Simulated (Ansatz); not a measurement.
# InAs: the cost of one run

Method: DFT PBE, scalar-relativistic, plane waves, PAW, in Ansatz 0.2.0.

The COD entry's cell or inner coordinates are ideal or old and differ from later refinements, so a difference from it is no clean test against experiment.

5 further runs of the same task are left out: 5 set aside as unsound or not needed.

## (1) Starting point

Symmetry: F-43m, No. 216, cubic system. The conventional cell has a = 6.188 Å, b = 6.188 Å, c = 6.188 Å, α = 90.00°, β = 90.00°, γ = 90.00°. In (site symmetry -43m) is surrounded by 4 As at 2.68 Å. Around As (site symmetry -43m) lie 4 In at 2.68 Å.

Structure file:

```
In As
1.0
     0.00000    3.09378    3.09378
     3.09378    0.00000    3.09378
     3.09378    3.09378    0.00000
In As
1 1
Direct
  0.00000 0.00000 0.00000
  0.75000 0.75000 0.75000
```

It is the result of an earlier relaxation at this level (volume 29.61 Å³/atom; gap on the mesh: none (metal)).

## (2) Zone-centre modes

input.yaml reads:

```yaml
crystal:
  lattice:
    - [0.0, 3.1166214293, 3.1166214293]
    - [3.1166214293, 0.0, 3.1166214293]
    - [3.1166214293, 3.1166214293, 0.0]
  atoms:
    - { symbol: In, position: [0.0, 0.0, 0.0] }
    - { symbol: As, position: [0.75, 0.75, 0.75] }
basis:
  ecutwfc: 420
kpoints:
  mp_grid: { grid: [12, 12, 12] }
hamiltonian:
  xc: pbe
scf:
  occupations: { method: fermi_dirac, width: 0.15 }
output:
  eigenvalues: true
phonons:
  method: dfpt
  eigenvectors: true
```

Command:

```console
$ ansatz run input.yaml --threads 1 --pin off --max-ram 3072MiB --backend cpu --events-out ev --progress --plain --runs-dir out
```

**Question.** How long does this run take on 1 thread of Intel Xeon at 2.50GHz (Skylake/Cascade Lake), shared host, and how much memory does it need?

About 2.3 min, with a peak of 0.85 GiB.
